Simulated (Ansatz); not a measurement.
Before relaxation, C put at a top C site (C, Fmmm (No. 69), (0 0 1) face):

```
CELL_PARAMETERS angstrom
2.46563 0.00000 0.00000
-1.23281 2.13417 0.00000
0.00000 0.00000 25.78427
ATOMIC_POSITIONS crystal
C 0.66670 0.33340 0.32966
C 0.33330 0.66660 0.32966
C 0.16670 0.33340 0.46122
C 0.83330 0.66660 0.46122
C 0.66670 0.33340 0.59277
C 0.33330 0.66660 0.59277
C 0.66670 0.33340 0.65173
```

These are results of DFT PBE+D3(BJ), scalar-relativistic, plane waves, PAW in Ansatz, not measurements. Settings: cutoff 420 eV, Γ-centred mesh 12×12×1 on the computed 7-atom cell, Gaussian smearing of 0.05 eV; collinear spin from starting moments 0 0 0 0 0 0 2 μB. The cell repeats along c with a dipole correction in the vacuum.

Atoms 1, 2 (counted from 1) are held. The cell is fixed. Force threshold 0.03 eV/Å.

```tsv
step	E − E_final (eV)	largest force (eV/Å)
1	0.413	2.994
2	0.192	1.746
3	0.012	0.316
4	0.006	0.078
5	0.004	0.018
6	0.003	0.037
7	0.000	0.021
8	0.000	0.030
```

(1) What is the final structure?

The end is the local minimum or symmetric point that this start leads to.

Answers

(1)
```
C
1.0
     2.46563    0.00000    0.00000
    -1.23281    2.13417    0.00000
     0.00000    0.00000   25.78427
C
7
Direct
  0.66670 0.33340 0.32966
  0.33330 0.66660 0.32966
  0.30063 0.60127 0.46014
  0.96731 0.93462 0.46001
  0.59858 0.19716 0.58856
  0.26522 0.53043 0.58044
  0.59860 0.19721 0.65105
```

The reference crystal is a form of C, which isn't its usual structure.

Cost: 1 run of about 8.6 core-minutes, on Arm Neoverse V2 (shared hosts).